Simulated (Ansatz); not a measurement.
A (111) slab of relaxed bulk Rh (Fm-3m, 14.05 Å³/atom, gap on the mesh 0.00 eV), 4 planes in a 6×1 cell with the lowest 2 held; added atoms sit on lattice sites of the next plane. A dipole correction is on. The surface energy is the mean of the held and the free face; step energies are per length and the mean of the stripe's two steps, which run along the shortest translation of the plane; step and island energies count from the flat slab and bulk atoms.

All numbers below come from Ansatz, DFT PBE, scalar-relativistic, plane waves, PAW.

Cutoff 420 eV, Gaussian smearing of 0.10 eV, energies at zero smearing, symmetry of each start kept, no spin polarisation.

```tsv
start	atoms	k mesh	surface energy (J/m²)	step energy (meV/Å)
flat slab	24	2×12×1	2.07	-
stripe of 2 atoms	26	2×12×1	-	186
stripe of 3 atoms	27	2×12×1	-	169
```

Zero in every row: gap on the mesh (eV).

Small energy differences in metals hang on the k mesh (about 10 mJ/m² or 1 to 2 meV/atom on the mesh of the relaxation).